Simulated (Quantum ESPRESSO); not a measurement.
# SnO (P4/nmm) in Quantum ESPRESSO: a series of runs, part 2 of 4

Quantum ESPRESSO 7.5.

**3. Dielectric tensor, PBEsol**

pw.in reads:

```
&CONTROL
  calculation = 'scf'
  prefix = 'pwscf'
  outdir = './tmp'
  pseudo_dir = './pseudo'
  tprnfor = .true.
  tstress = .true.
  disk_io = 'low'
/
&SYSTEM
  ibrav = 0
  celldm(1) = 8
  nat = 4
  ntyp = 2
  ecutwfc = 68
  ecutrho = 544
  nbnd = 28
  occupations = 'smearing'
  smearing = 'fd'
  degauss = 0.00367493
/
&ELECTRONS
  conv_thr = 8d-10
  electron_maxstep = 120
  mixing_beta = 0.5
/
ATOMIC_SPECIES
Sn   118.7100 sn_pbesol_v1.4.uspp.F.UPF
O     15.9990 o_pbesol_v1.2.uspp.F.UPF
CELL_PARAMETERS alat
  0.9008549360743   0.0000000000000   0.0000000000000
  0.0000000000000   0.9008549360743   0.0000000000000
  0.0000000000000   0.0000000000000   1.1543659664739
ATOMIC_POSITIONS crystal
Sn     0.5000000000    0.0000000000    0.7646261400
Sn     0.0000000000    0.5000000000    0.2353738600
O      0.0000000000    0.0000000000    0.0000000000
O      0.5000000000    0.5000000000    0.0000000000
K_POINTS automatic
8 8 6 1 1 1
```

gamma.in reads:

```
&CONTROL
  calculation = 'bands'
  prefix = 'pwscf'
  outdir = './tmp'
  pseudo_dir = './pseudo'
  disk_io = 'low'
  verbosity = 'high'
/
&SYSTEM
  ibrav = 0
  celldm(1) = 8
  nat = 4
  ntyp = 2
  ecutwfc = 68
  ecutrho = 544
  nbnd = 28
  occupations = 'smearing'
  smearing = 'fd'
  degauss = 0.00367493
/
&ELECTRONS
  conv_thr = 1d-08
  electron_maxstep = 120
  mixing_beta = 0.5
  diago_full_acc = .true.
  startingwfc = 'random'
/
ATOMIC_SPECIES
Sn   118.7100 sn_pbesol_v1.4.uspp.F.UPF
O     15.9990 o_pbesol_v1.2.uspp.F.UPF
CELL_PARAMETERS alat
  0.9008549360743   0.0000000000000   0.0000000000000
  0.0000000000000   0.9008549360743   0.0000000000000
  0.0000000000000   0.0000000000000   1.1543659664739
ATOMIC_POSITIONS crystal
Sn     0.5000000000    0.0000000000    0.7646261400
Sn     0.0000000000    0.5000000000    0.2353738600
O      0.0000000000    0.0000000000    0.0000000000
O      0.5000000000    0.5000000000    0.0000000000
K_POINTS crystal
1
0.0 0.0 0.0 1
```

scf2.in reads:

```
&CONTROL
  calculation = 'scf'
  prefix = 'pwscf'
  outdir = './tmp'
  pseudo_dir = './pseudo'
  tprnfor = .true.
  tstress = .true.
  disk_io = 'low'
/
&SYSTEM
  ibrav = 0
  celldm(1) = 8
  nat = 4
  ntyp = 2
  ecutwfc = 68
  ecutrho = 544
  nbnd = 28
  occupations = 'fixed'
/
&ELECTRONS
  conv_thr = 1d-13
  electron_maxstep = 120
  mixing_beta = 0.5
  startingpot = 'file'
/
ATOMIC_SPECIES
Sn   118.7100 sn_pbesol_v1.4.uspp.F.UPF
O     15.9990 o_pbesol_v1.2.uspp.F.UPF
CELL_PARAMETERS alat
  0.9008549360743   0.0000000000000   0.0000000000000
  0.0000000000000   0.9008549360743   0.0000000000000
  0.0000000000000   0.0000000000000   1.1543659664739
ATOMIC_POSITIONS crystal
Sn     0.5000000000    0.0000000000    0.7646261400
Sn     0.0000000000    0.5000000000    0.2353738600
O      0.0000000000    0.0000000000    0.0000000000
O      0.5000000000    0.5000000000    0.0000000000
K_POINTS automatic
8 8 6 1 1 1
```

ph.in reads:

```
dielectric of SnO
&INPUTPH
  prefix = 'pwscf'
  outdir = './tmp'
  tr2_ph = 1d-18
  fildyn = 'dyn'
  niter_ph = 90
  alpha_mix(1) = 0.7
  epsil = .true.
  trans = .false.
  zeu = .true.
/
0.0000000000 0.0000000000 0.0000000000
```

Potentials or basis: GBRV 1.5 PBEsol.

Started as:

```console
OMP_NUM_THREADS=1 pw.x -in pw.in > pw.out
OMP_NUM_THREADS=1 pw.x -in gamma.in > gamma.out
OMP_NUM_THREADS=1 pw.x -in scf2.in > scf2.out
OMP_NUM_THREADS=1 ph.x -in ph.in > ph.out
```

pw.out:

```text
This program is part of the open-source Quantum ESPRESSO suite
     for quantum simulation of materials; please cite
[... 9 lines left out ...]
     --------------------
     sticks:   dense  smooth     PW     G-vecs:    dense   smooth      PW
     Sum        2241    1117    325               102749    36285    5631

     Using Slab Decomposition

     bravais-lattice index     =            0
     lattice parameter (alat)  =       8.0000  a.u.
     unit-cell volume          =     479.6486 (a.u.)^3
     number of atoms/cell      =            4
     number of atomic types    =            2
     number of electrons       =        40.00
     number of Kohn-Sham states=           28
     kinetic-energy cutoff     =      68.0000  Ry
     charge density cutoff     =     544.0000  Ry
     scf convergence threshold =      8.0E-10
     mixing beta               =       0.5000
     number of iterations used =            8  plain     mixing
     Exchange-correlation= SLA  PW   PSX  PSC
                           (   1   4  10   8   0   0   0)

     celldm(1)=   8.000000  celldm(2)=   0.000000  celldm(3)=   0.000000
     celldm(4)=   0.000000  celldm(5)=   0.000000  celldm(6)=   0.000000

     crystal axes: (cart. coord. in units of alat)
               a(1) = (   0.900855   0.000000   0.000000 )
               a(2) = (   0.000000   0.900855   0.000000 )
               a(3) = (   0.000000   0.000000   1.154366 )

     reciprocal axes: (cart. coord. in units 2 pi/alat)
               b(1) = (  1.110057  0.000000  0.000000 )
               b(2) = (  0.000000  1.110057  0.000000 )
               b(3) = (  0.000000  0.000000  0.866276 )

     PseudoPot. # 1 for Sn read from file:
     sn_pbesol_v1.4.uspp.F.UPF
     Pseudo is Ultrasoft + core correction, Zval = 14.0
     Generated by new atomic code, or converted to UPF format
     Using radial grid of  891 points,  6 beta functions with:
                l(1) =   0
                l(2) =   0
                l(3) =   1
                l(4) =   1
                l(5) =   2
                l(6) =   2
     Q(r) pseudized with  8 coefficients,  rinner =    1.350   1.350   1.350
                                                       1.350   1.350

     PseudoPot. # 2 for O  read from file:
     o_pbesol_v1.2.uspp.F.UPF
     Pseudo is Ultrasoft + core correction, Zval =  6.0
     Generated by new atomic code, or converted to UPF format
     Using radial grid of  737 points,  5 beta functions with:
                l(1) =   0
                l(2) =   0
                l(3) =   1
                l(4) =   1
                l(5) =   2
     Q(r) pseudized with  8 coefficients,  rinner =    0.900   0.900   0.900
                                                       0.900   0.900

     atomic species   valence    mass     pseudopotential
     Sn               14.00   118.71000     Sn( 1.00)
     O                 6.00    15.99900     O ( 1.00)

     16 Sym. Ops., with inversion, found ( 8 have fractional translation)

   Cartesian axes

     site n.     atom                  positions (alat units)
         1        Sn     tau(   1) = (   0.4504275   0.0000000   0.8826584  )
         2        Sn     tau(   2) = (   0.0000000   0.4504275   0.2717076  )
         3        O      tau(   3) = (   0.0000000   0.0000000   0.0000000  )
         4        O      tau(   4) = (   0.4504275   0.4504275   0.0000000  )

     number of k points=    30  Fermi-Dirac smearing, width (Ry)=  0.0037
                       cart. coord. in units 2pi/alat
        k(    1) = (   0.0693785   0.0693785   0.0721897), wk =   0.0416667
        k(    2) = (   0.0693785   0.0693785   0.2165691), wk =   0.0416667
        k(    3) = (   0.0693785   0.0693785   0.3609485), wk =   0.0416667
        k(    4) = (   0.0693785   0.2081356   0.0721897), wk =   0.0833333
        k(    5) = (   0.0693785   0.2081356   0.2165691), wk =   0.0833333
        k(    6) = (   0.0693785   0.2081356   0.3609485), wk =   0.0833333
[... 22 lines left out ...]
        k(   29) = (   0.4856498   0.4856498   0.2165691), wk =   0.0416667
        k(   30) = (   0.4856498   0.4856498   0.3609485), wk =   0.0416667

     Dense  grid:   102749 G-vectors     FFT dimensions: (  54,  54,  72)

     Smooth grid:    36285 G-vectors     FFT dimensions: (  40,  40,  50)

     Check: negative core charge=   -0.000001

     Initial potential from superposition of free atoms

     starting charge      37.9999, renormalised to      40.0000
     Starting wfcs are   26 randomized atomic wfcs +    2 random wfcs

     Self-consistent Calculation

     iteration #  1     ecut=    68.00 Ry     beta= 0.50
     Davidson diagonalization with overlap
     ethr =  1.00E-02,  avg # of iterations =  7.0

     total energy              =    -382.08285167 Ry
     estimated scf accuracy    <       1.33544472 Ry
[... 71 lines left out ...]
     iteration # 12     ecut=    68.00 Ry     beta= 0.50
     Davidson diagonalization with overlap
     ethr =  2.59E-12,  avg # of iterations =  2.6

     End of self-consistent calculation

          k = 0.0694 0.0694 0.0722 (  4566 PWs)   bands (ev):

   -12.2918 -11.8640 -11.8609 -11.8579 -11.8188 -11.8049 -11.7917 -11.7656
   -11.7383 -11.7374 -10.4071  -7.8206   1.6870   3.1693   3.4459   3.4608
     6.0472   6.2507   6.5217   9.5672  11.7618  13.5207  13.7579  14.3025
    15.3522  15.5099  16.6525  17.3917
[... 199 lines left out ...]
   -12.2166 -12.2052 -11.8318 -11.8281 -11.8039 -11.8024 -11.7626 -11.7624
   -11.7350 -11.7339  -8.7675  -8.6612   0.6283   0.7416   3.8911   4.1354
     6.9391   7.0859   7.1130   7.1644  11.7513  11.8005  13.4660  14.0142
    15.0535  15.5880  19.1579  19.2414

     the Fermi energy is     9.7978 ev

!    total energy              =    -382.39137538 Ry
     estimated scf accuracy    <          2.5E-10 Ry
     smearing contrib. (-TS)   =      -0.00001968 Ry
     internal energy E=F+TS    =    -382.39135571 Ry

     The total energy is F=E-TS. E is the sum of the following terms:
     one-electron contribution =    -154.04565111 Ry
     hartree contribution      =     105.37833912 Ry
     xc contribution           =     -99.60451331 Ry
     ewald contribution        =    -234.11953040 Ry

     convergence has been achieved in  12 iterations

     Forces acting on atoms (cartesian axes, Ry/au):

     atom    1 type  1   force =     0.00000000    0.00000000   -0.00430304
     atom    2 type  1   force =     0.00000000    0.00000000    0.00430304
     atom    3 type  2   force =     0.00000000    0.00000000    0.00000000
     atom    4 type  2   force =     0.00000000    0.00000000    0.00000000

     Total force =     0.006085     Total SCF correction =     0.000100

     Computing stress (Cartesian axis) and pressure

          total   stress  (Ry/bohr**3)                   (kbar)     P=       -5.24
  -0.00003270   0.00000000   0.00000000           -4.81        0.00        0.00
   0.00000000  -0.00003270   0.00000000            0.00       -4.81        0.00
   0.00000000   0.00000000  -0.00004149            0.00        0.00       -6.10

=------------------------------------------------------------------------------=
   JOB DONE.
=------------------------------------------------------------------------------=
```

gamma.out:

```text
This program is part of the open-source Quantum ESPRESSO suite
     for quantum simulation of materials; please cite
         "P. Giannozzi et al., J. Phys.:Condens. Matter 21 395502 (2009);
         "P. Giannozzi et al., J. Phys.:Condens. Matter 29 465901 (2017);
         "P. Giannozzi et al., J. Chem. Phys. 152 154105 (2020);
     in publications or presentations arising from this work. More details at
[... 278 lines left out ...]
   -11.7371 -11.7371 -10.4799  -7.7814   1.9219   3.0155   3.3411   3.3411
     6.1662   6.4609   6.4609   9.6097  11.6246  13.7945  14.3567  14.3567
    15.2334  15.2334  16.3754  16.7912

=------------------------------------------------------------------------------=
   JOB DONE.
=------------------------------------------------------------------------------=
```

scf2.out:

```text
This program is part of the open-source Quantum ESPRESSO suite
     for quantum simulation of materials; please cite
[... 9 lines left out ...]
     --------------------
     sticks:   dense  smooth     PW     G-vecs:    dense   smooth      PW
     Sum        2241    1117    325               102749    36285    5631
[... 409 lines left out ...]
  -0.00003355   0.00000000   0.00000000           -4.94        0.00        0.00
   0.00000000  -0.00003355   0.00000000            0.00       -4.94        0.00
   0.00000000   0.00000000  -0.00004268            0.00        0.00       -6.28

=------------------------------------------------------------------------------=
   JOB DONE.
=------------------------------------------------------------------------------=
```

Wall time 38 min (1 thread of Intel Xeon at 2.50GHz (Skylake/Cascade Lake), shared host); peak memory 0.46 GiB.

What came out:

| Item | Value |
| --- | --- |
| Free energy | -5202.6997 eV |
| Pressure | -0.5 GPa |
| Largest force | 0.111 eV/Å |
| Electronic dielectric tensor (diagonal) | 8.20, 8.20, 7.16 |
| Born charges (mean of the diagonal) | Sn +3.03; O -3.04 e |

Forces in eV/Å, atoms in the order of the input:
```
Sn   0.000  0.000 -0.111
Sn   0.000  0.000  0.111
O    0.000  0.000  0.000
O    0.000  0.000  0.000
```

Electronic dielectric tensor:
```
8.20 0.00 0.00
0.00 8.20 0.00
0.00 0.00 7.16
```

Born effective charge tensors (e):
atom 1, Sn
```
3.09 0.00 0.00
0.00 3.09 0.00
0.00 0.00 2.89
```
atom 2, Sn
```
3.09 0.00 0.00
0.00 3.09 0.00
0.00 0.00 2.89
```
atom 3, O
```
-3.10  0.00  0.00
 0.00 -3.10  0.00
 0.00  0.00 -2.90
```
atom 4, O
```
-3.10  0.00  0.00
 0.00 -3.10  0.00
 0.00  0.00 -2.90
```

Caveat: the mesh is thin for the dielectric tensor, Born charges and intensities, which usually come out too large.

(Continued in part 3 of 4.)
